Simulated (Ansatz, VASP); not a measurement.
One calculation of As, two programs

```
CELL_PARAMETERS angstrom
0.00000 3.12303 3.12303
3.12303 0.00000 3.12303
3.12303 3.12303 0.00000
ATOMIC_POSITIONS crystal
As 0.12500 0.12500 0.12500
As 0.87500 0.87500 0.87500
```

Alike in both runs: task single point; functional revPBE; k mesh 10 × 10 × 10; occupations fermi-dirac, width 0.1 eV; no spin polarisation.

|  | VASP | Ansatz |
| --- | --- | --- |
| version | VASP 6.6.1 | Ansatz 0.2.0 |
| potentials or method | VASP PAW PBE potentials, release 64 (As) | plane waves (420 eV) with PAW, scalar-relativistic |
| plane-wave cutoff (eV) | 520 | 420 |
| valence electrons in the cell | 10 | 30 |

```tsv
	VASP	Ansatz	Ansatz less VASP
pressure (GPa)	-1.7	-1.7	-0.05
```

With one functional, cell and mesh, what is left measures potentials, basis and numerics. The two sets of potentials don't hold the same shells in valence.

Caveats: the PAW data sets were made with another functional, which shifts forces and pressure a little (VASP).
